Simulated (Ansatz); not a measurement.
# HfO2: a tetragonal deformation path

One table from this session's results is given with a row withheld; the runs are named, their logs left out.

Computed with Ansatz 0.2.0 (DFT PBE, scalar-relativistic, plane waves, PAW, unless a step's input says otherwise).

## The starting structure

It takes space group Fm-3m (No. 225, cubic). The conventional cell has a = 5.115 Å, b = 5.115 Å, c = 5.115 Å, α = 90.00°, β = 90.00°, γ = 90.00°. Hf (site symmetry m-3m) is surrounded by 8 O at 2.21 Å. O (site symmetry -43m) has 4 Hf at 2.21 Å in its first shell of neighbours.

Structure file:

```
CELL_PARAMETERS angstrom
0.00000 2.55750 2.55750
2.55750 0.00000 2.55750
2.55750 2.55750 0.00000
ATOMIC_POSITIONS crystal
Hf 0.00000 0.00000 0.00000
O 0.25000 0.25000 0.25000
O 0.75000 0.75000 0.75000
```

No relaxation comes first: the listed cell is the starting point.

## Zero of energy

The reference gives a free energy of -16861.4074 eV, pressure -2.46 GPa, largest force 0.000 eV/Å and gap on the mesh 3.72 eV. It was computed beforehand with the settings of the runs below.

Set-up of the first run:

At fixed volume and fractional coordinates, lengths along (0.000, 0.000, 1.000) are scaled against those across it; ρ is that ratio over its starting value.

input.yaml reads:

```yaml
crystal:
  lattice:
    - [0.0, 2.8708412057, 2.0296847325]
    - [2.8708412057, 0.0, 2.0296847325]
    - [2.8708412057, 2.8708412057, 0.0]
  atoms:
    - { symbol: Hf, position: [0.0, 0.0, 0.0] }
    - { symbol: O, position: [0.25, 0.25, 0.25] }
    - { symbol: O, position: [0.75, 0.75, 0.75] }
basis:
  ecutwfc: 420
kpoints:
  mp_grid: { grid: [8, 8, 8] }
hamiltonian:
  xc: pbe
scf:
  occupations: { method: gaussian, width: 0.05 }
output:
  forces: true
  stress: true
  eigenvalues: true
```

Command:

```bash
$ ansatz run input.yaml --threads 1 --pin off --max-ram 2560MiB --backend cpu --events-out ev --progress --plain --runs-dir out
```

Steps of the session up to this table: ρ = 0.707; At ρ = 1.414; Point ρ = 0.850; Point ρ = 1.200; At ρ = 0.780; At ρ = 1.300; ρ = 0.920; Point ρ = 1.100; Point ρ = 0.650; Point ρ = 1.500; Point ρ = 0.960; ρ = 1.050.

One of the session's tables, all rows but one given; the rest of the session is left out.

Collected from the runs (energy zero: the undisturbed cell):

| ρ | ΔE (meV/atom) | pressure (GPa) | gap on the mesh (eV) |
| --- | --- | --- | --- |
| 0.650 | 1542.8 | 2.5 | 0.00 |
| 0.707 | 1194.4 | 2.7 | 0.00 |
| 0.780 | 651.4 | 1.8 | 0.00 |
| 0.850 | 273.7 | -1.0 | 1.48 |
| 0.920 | 71.5 | -2.1 | 2.72 |
| 0.960 | 17.1 | -2.4 | 3.31 |
| 1.000 | 0.0 | -2.5 | 3.72 |
| 1.050 | 24.7 | -2.4 | 3.26 |
| 1.100 | 95.0 | -2.2 | 2.53 |
| 1.200 | ? | ? | ? |
| 1.300 | 748.1 | -0.2 | 0.00 |
| 1.414 | 1277.4 | 1.0 | 0.00 |
| 1.500 | 1642.5 | 0.0 | 0.00 |

Q: Estimate the row for ρ = 1.200 from the others.

Worked estimate for «ΔE (meV/atom)». A straight line through the neighbours (1.100, 95.0) and (1.300, 748.1) gives 95.0 + (748.1 − 95.0) × (1.200 − 1.100) / (1.300 − 1.100) = 421.5; a parabola fitted to 4 rows on both sides gives 374.2.

**Answer.** ΔE (meV/atom): 354.9; pressure (GPa): -1.4; gap on the mesh (eV): 0.90. In «ΔE (meV/atom)» the line misses by +66.6 and the parabola by +19.3.

Where the gap reads zero, the mesh chosen for the insulator is on the coarse side.
